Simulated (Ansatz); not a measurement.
Wanted: the native input for an Ansatz 0.2.0 run.

```yaml
Task: single point
Functional: PBE0
Potentials_or_basis: Ansatz PAW
Cutoff: "420 eV (not typed: the program's choice for these potentials)"
k_mesh: 8 × 8 × 6
Occupations: fermi-dirac, width 0.05 eV
Spin: no spin polarisation
```

Crystal: MgB2.

```
CELL_PARAMETERS angstrom
3.08500 0.00000 0.00000
-1.54250 2.67169 0.00000
0.00000 0.00000 3.52300
ATOMIC_POSITIONS crystal
Mg 0.00000 0.00000 0.00000
B 0.66667 0.33333 0.50000
B 0.33333 0.66667 0.50000
```

These files were run (other wordings do the same):

input

```
crystal:
  lattice:
    - [3.085, 0.0, 0.0]
    - [-1.5425, 2.6716883707, 0.0]
    - [0.0, 0.0, 3.523]
  atoms:
    - { symbol: Mg, position: [0.0, 0.0, 0.0] }
    - { symbol: B, position: [0.6666666667, 0.3333333333, 0.5] }
    - { symbol: B, position: [0.3333333333, 0.6666666667, 0.5] }
hamiltonian:
  xc: pbe0
  pseudopotentials: { kind: paw }
kpoints:
  mp_grid: { grid: [8, 8, 6] }
scf:
  occupations: { method: fermi_dirac, width: 0.05 }
output:
  forces: true
  stress: true
  eigenvalues: true
```

Results of the run:

* Pressure: -2.4 GPa
* Band gap on the k mesh: none (metal or under the smearing width)

Caveat: the PAW data sets come from PBE, with cores solved anew for the run's functional, which leaves a small shift of forces and pressure; the thresholds are loose for stress.

It took 40 s on 1 × NVIDIA H100 80GB HBM3 with 2 threads of AMD EPYC 7R13 Processor (Zen 3), on a shared host, peak memory 2.2 GiB.
